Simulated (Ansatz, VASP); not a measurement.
Two plane-wave programs on GdN

```
Gd N
1.0
     0.00000    2.49950    2.49950
     2.49950    0.00000    2.49950
     2.49950    2.49950    0.00000
Gd N
1 1
Direct
  0.50000 0.50000 0.50000
  0.00000 0.00000 0.00000
```

Alike in both runs: task single point; functional PBEsol; k mesh 7 × 7 × 7; occupations gaussian, width 0.05 eV; collinear spin; Hubbard terms Gd f U = 7.0 eV, J = 0.9 eV.

|  | VASP | Ansatz |
| --- | --- | --- |
| version | VASP 6.6.1 | Ansatz 0.2.0 |
| potentials or method | VASP PAW PBE potentials, release 64 (Gd, N) | scalar-relativistic, plane waves, PAW |
| plane-wave cutoff (eV) | 520 | 420 |
| valence electrons in the cell | 23 | 23 |

|  | VASP | Ansatz | Ansatz less VASP |
| --- | --- | --- | --- |
| gap on the k mesh at the Fermi level (eV) | none | none | - |
| pressure (GPa) | -4.6 | -5.0 | -0.42 |
| net moment per atom (μB) | 3.50 | 3.50 | 0.000 |
| size of the moment on the site where the two differ most (μB) | 6.88 | 6.93 | +0.051 |

Site moments also hang on the region over which each program counts them. The programs project onto different local orbitals, so the same U acts differently. A gap of «none» marks a metal or a gap that the smearing closes. Ansatz warned: «filled_band_counts_differ_across_k_points».

Caveats: the PAW data sets were made with another functional, which shifts forces and pressure a little (VASP); spin-orbit coupling is left out, which moves the levels of the heavy elements; a cell with one magnetic atom can't hold antiferromagnetic order, which such compounds often take. The state reached can hang on the start; a lower one may exist.
